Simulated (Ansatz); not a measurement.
## Property card for Te₂Pt

Level of theory: Ansatz, DFT PBE, scalar-relativistic, plane waves, PAW.

Cutoff 420 eV; k points 12×12×10 on the computed 3-atom cell (Γ-centred); Gaussian smearing, width 0.10 eV; no spin polarisation.

The structure is relaxed at this level of theory with its symmetry kept, and needn't be the ground state of this composition.

```yaml
crystal:
  lattice:
    - [4.08928, 0.00000, 0.00000]
    - [-2.04464, 3.54142, 0.00000]
    - [0.00000, 0.00000, 5.38042]
  atoms:
    - { symbol: Te, position: [0.33333, 0.66667, 0.25333] }
    - { symbol: Te, position: [0.66667, 0.33333, 0.74667] }
    - { symbol: Pt, position: [0.00000, 0.00000, 0.00000] }
```

| Item | Value |
| --- | --- |
| Space group | P-3m1 (No. 164) |
| Volume per atom | 175.3 bohr³ |
| Formation energy from the elements' standard states (uncorrected) | -0.388 eV/atom |
| Kohn–Sham band gap | none (metal) |
| Density of states at the Fermi level | 1.3 states/eV per cell |
| Orbital (Löwdin) character within 0.5 eV of the Fermi level | Te 5p 66 %, Pt 5d 25 % |
| Bader charge by site (e) | Te (2 in the cell) 0.23, Pt (1 in the cell) -0.45 |

Spin-orbit coupling is left out, which matters for the bands of heavy elements. The cell holds layers, chains or molecules and no dispersion correction was added, so their binding is poorly described.

It was relaxed from a cell as deposited in COD. Löwdin shares on free-atom orbitals overweight diffuse shells.
